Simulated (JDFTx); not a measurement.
# W2C under changes of volume

One of the cells (12.729 Å³/atom); the others are scaled copies at fixed shape and fractional positions:

```
W C
1.0
     3.07005    0.00000    0.00000
    -1.53502    2.65874    0.00000
     0.00000    0.00000    4.67843
W C
2 1
Direct
  0.66667 0.33333 0.25367
  0.33333 0.66667 0.74633
  0.00000 0.00000 0.00000
```

The cell comes from a database or a generator and needn't be the stable form of this composition.

* Program: JDFTx 1.7.0 (patched build)
* Functional: PBE
* Potentials or basis: PseudoDojo-SR-PBE-0.5-standard
* Cutoff: 1116 eV
* Density cutoff: 4463 eV
* k mesh: 10 × 10 × 6
* Occupations: fermi-dirac, width 0.05 eV
* Spin: no spin polarisation

```tsv
volume (Å³/atom)	energy over the lowest point (meV/atom)	pressure (GPa)	largest force (eV/Å)
11.965	44.95	21.6	0.627
12.220	17.45	13.0	0.415
12.475	?	?	?
12.729	0.00	-1.6	0.039
12.984	7.56	-7.9	0.127
13.238	24.53	-13.5	0.280
13.493	49.95	-18.5	0.423
```

Q: What does the run at 12.475 Å³/atom give?

A: Energy over the lowest point 2.90 meV/atom; pressure 5.3 GPa; largest force 0.219 eV/Å.

Worked out: A Birch-Murnaghan fit of order 3 (a polynomial in V^(-2/3)) to the other rows has its minimum at 12.67 Å³/atom with B0 = V·E''(V) = 335 GPa and B' = 4.3 at fixed shape and positions, which overstates the stiffness. It gives 2.90 meV/atom at 12.475 Å³/atom, against the run's 2.90, and -dE/dV = 5.3 GPa, against 5.3.

Energies are extrapolated to zero smearing.

Caveats: forces may be off by hundredths of an eV/Å.
